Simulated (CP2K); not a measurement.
**Hf in CP2K: convergence with r cutoff**

Input of the first run (r cutoff 6); the others differ in this setting and in those tied to it:

File hf_converge.inp:

```
&GLOBAL
  PROJECT hf_converge
  RUN_TYPE ENERGY_FORCE
  PRINT_LEVEL LOW
&END GLOBAL
&FORCE_EVAL
  METHOD QS
  STRESS_TENSOR ANALYTICAL
  &DFT
    BASIS_SET_FILE_NAME BASIS_MOLOPT_UZH
    POTENTIAL_FILE_NAME POTENTIAL_UZH
    &MGRID
      CUTOFF 675
      REL_CUTOFF 60
      NGRIDS 5
    &END MGRID
    &QS
      METHOD GPW
      EPS_DEFAULT 1.0E-10
    &END QS
    &KPOINTS
      SCHEME MONKHORST-PACK 8 8 8
      GAMMA_CENTERED T
      SYMMETRY T
      SYMMETRY_BACKEND SPGLIB
    &END KPOINTS
    &SCF
      SCF_GUESS ATOMIC
      EPS_SCF 1.0E-6
      MAX_SCF 100
      ADDED_MOS 11
      CHOLESKY OFF
      EPS_EIGVAL 1.0E-7
      &DIAGONALIZATION ON
        ALGORITHM STANDARD
      &END DIAGONALIZATION
      &MIXING ON
        METHOD BROYDEN_MIXING
        ALPHA 0.4
        BETA 1.5
        NBUFFER 8
      &END MIXING
      &SMEAR ON
        METHOD FERMI_DIRAC
        ELECTRONIC_TEMPERATURE [K] 116.045
      &END SMEAR
    &END SCF
    &XC
      &XC_FUNCTIONAL
        &MGGA_X_R2SCAN
        &END MGGA_X_R2SCAN
        &MGGA_C_R2SCAN
        &END MGGA_C_R2SCAN
      &END XC_FUNCTIONAL
      &VDW_POTENTIAL
        POTENTIAL_TYPE PAIR_POTENTIAL
        &PAIR_POTENTIAL
          TYPE DFTD3(BJ)
          REFERENCE_FUNCTIONAL r2SCAN
          PARAMETER_FILE_NAME dftd3.dat
          R_CUTOFF 6
        &END PAIR_POTENTIAL
      &END VDW_POTENTIAL
    &END XC
    &PRINT
      &KPOINTS ON
      &END KPOINTS
      &MULLIKEN ON
      &END MULLIKEN
      &MO ON
        ENERGIES T
        OCCUPATION_NUMBERS T
        &EACH
          QS_SCF 0
        &END EACH
        ADD_LAST NUMERIC
      &END MO
    &END PRINT
  &END DFT
  &SUBSYS
    &CELL
      ABC 3.0782222070 3.0581608836 3.4761210022
      ALPHA_BETA_GAMMA 55.7287359350 55.4858036504 61.2383480564
      PERIODIC XYZ
    &END CELL
    &COORD
      SCALED
      Hf  0.0000000000 0.0000000000 0.0000000000
    &END COORD
    &KIND Hf
      BASIS_SET TZVP-MOLOPT-SCAN-GTH-q12
      POTENTIAL GTH-SCAN-q12
    &END KIND
    &PRINT
      &ATOMIC_COORDINATES ON
      &END ATOMIC_COORDINATES
      &CELL ON
      &END CELL
      &SYMMETRY ON
      &END SYMMETRY
    &END PRINT
  &END SUBSYS
  &PRINT
    &FORCES ON
    &END FORCES
    &STRESS_TENSOR ON
    &END STRESS_TENSOR
  &END PRINT
&END FORCE_EVAL
```

Potentials or basis: POTENTIAL_UZH Hf GTH-SCAN-q12; TZVP-MOLOPT-SCAN-GTH basis.

Command:

```console
$ OMP_NUM_THREADS=1 cp2k.psmp -i hf_converge.inp -o hf_converge.out
```

This isn't the form of Hf at room conditions, which is hcp.

Hardware: 1 thread of Arm Neoverse V2, on a shared host.

| r cutoff | energy less the tightest run, at zero smearing (meV/atom) | pressure (GPa) | SCF cycles | CPU time (s) | peak memory (GiB) |
| --- | --- | --- | --- | --- | --- |
| 6 | 16.77 | -1.56 | 13 | 99 | 0.35 |
| 8 | 6.55 | -1.72 | 13 | 99 | 0.35 |
| 10 | 3.16 | -1.78 | 13 | 100 | 0.35 |
| 13 | 1.33 | -1.80 | 13 | 100 | 0.35 |
| 17 | 0.52 | -1.82 | 13 | 100 | 0.35 |
| 22 | 0.18 | -1.82 | 13 | 100 | 0.35 |
| 30 | 0.00 | -1.82 | 13 | 100 | 0.35 |

Against the tightest run, the energy stays within 1 meV/atom from 17 on; the pressure stays within 0.1 GPa from 8 on. The tightest run that finished is the yardstick and may itself not be fully converged.

Caveat, for the tightest run too: the basis of atomic orbitals isn't converged, which shifts pressures, moduli and gaps; pairwise dispersion overbinds metals, which lowers pressure and volume. The run has no spin-orbit coupling, so splittings on Hf are missing.
